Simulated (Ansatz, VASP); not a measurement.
## Two plane-wave programs on Ru

```xyz
2
Lattice="2.7058 0.0000 0.0000 -1.3529 2.3433 0.0000 0.0000 0.0000 4.1534" Properties=species:S:1:pos:R:3 pbc="T T T"
Ru    0.0000    1.5622    1.0384
Ru    1.3529    0.7811    3.1151
```

Change from the starting cell: zz strain of -3 %, PAW files.

Alike in both runs: task electric field gradients; functional PBEsol; k mesh 14 × 14 × 8; occupations fermi-dirac, width 0.03 eV; no spin polarisation.

```csv
,VASP,Ansatz
version,VASP 6.6.1,Ansatz 0.2.0
potentials or method,"VASP PAW PBE potentials, release 64 (Ru_pv)","PAW with Ansatz's default frozen-core files, scalar-relativistic"
plane-wave cutoff (eV),520,420
valence electrons in the cell,28,32
```

```tsv
	VASP	Ansatz	Ansatz less VASP
pressure (GPa)	4.9	5.0	+0.04
largest component of the traceless stress (GPa)	9.63	9.61	-0.020
Vzz of the field gradient on the site that differs most (V/Å²)	-26.6	-20.4	+6.16
```

The functional is the same, so the differences come from potentials, cutoffs and numerics. The two sets of potentials don't hold the same shells in valence. Ansatz warned: «gradients_without_spin_orbit».

Caveats: the PAW data sets were made with another functional, which shifts forces and pressure a little (VASP).
